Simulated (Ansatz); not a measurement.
Set up this calculation in Ansatz 0.2.0, as the native input.

| Item | Value |
| --- | --- |
| Task | ladder of functionals |
| Functional | PBEsol |
| Dispersion | D3(BJ) |
| Potentials or basis | JTH PAW |
| Cutoff | 2400 eV (not typed: the program's choice for these potentials) |
| k mesh | 11 × 11 × 11 |
| Occupations | tetrahedron |
| Spin | collinear spin, ferromagnetic start |
| Starting moments | [1.0, 0.0, 0.0] μB |
| Hubbard terms | Ni d U = 3.5 eV |
| Hubbard projectors | atomic |
| Double counting | amf |

NiO2:

```
Ni O
1.0
     1.40213    0.80952    6.97429
    -1.40213    0.80952    6.97429
     0.00000   -1.61904    6.97429
Ni O
1 2
Direct
  0.00000 0.00000 0.00000
  0.37879 0.37879 0.37879
  0.62121 0.62121 0.62121
```

The cell comes from a database or a generator and needn't be the stable form of this composition.

The input as run:

input.yaml

```yaml
crystal:
  lattice:
    - [1.4021288975, 0.8095194964, 6.9742947559]
    - [-1.4021288975, 0.8095194964, 6.9742947559]
    - [0.0, -1.6190389928, 6.9742947559]
  atoms:
    - { symbol: Ni, position: [0.0, 0.0, 0.0], spin: 1.0 }
    - { symbol: O, position: [0.378789, 0.378789, 0.378789] }
    - { symbol: O, position: [0.621211, 0.621211, 0.621211] }
hamiltonian:
  xc: pbesol
  pseudopotentials: { kind: paw, source: jth, xc_functional: pbe }
  dispersion: d3bj
  hubbard:
    sites: [{ species: Ni, l: d, u_eff: 3.5 }]
    projectors: atomic
    double_counting: amf
magnetization:
  spin_polarized: true
kpoints:
  mp_grid: { grid: [11, 11, 11] }
scf:
  occupations: { method: tetrahedron }
output:
  forces: true
  stress: true
  xc_energy_on_converged_density: [lda, pbe, rpbe, revpbe, blyp, r2scan]
```

Potentials or basis: JTH PAW.

Command:

```console
$ ansatz run input.yaml --threads 2 --pin off --max-ram 5120MiB --backend cpu --events-out ev --progress --plain --runs-dir out
```

Results of the run:

| Quantity | Value |
| --- | --- |
| Pressure | -3.5 GPa |
| Largest force | 0.381 eV/Å |
| Band gap on the k mesh | 1.72 eV, indirect (least direct gap 1.90 eV) |
| Net moment | 0.00 μB per cell |
| Absolute moment | 0.00 μB per cell |

Caveat: the magnetic or orbital state may not be the lowest; odd divisions of the mesh miss points on the zone boundary, where band edges often lie, so the gap on the mesh can be too wide; with tetrahedron occupations forces and stress needn't match the slope of the energy; the starting moments weren't kept.

Run time: 2.6 min on 2 threads of Arm Neoverse V2, with other jobs on the host, peak memory 3.3 GiB.
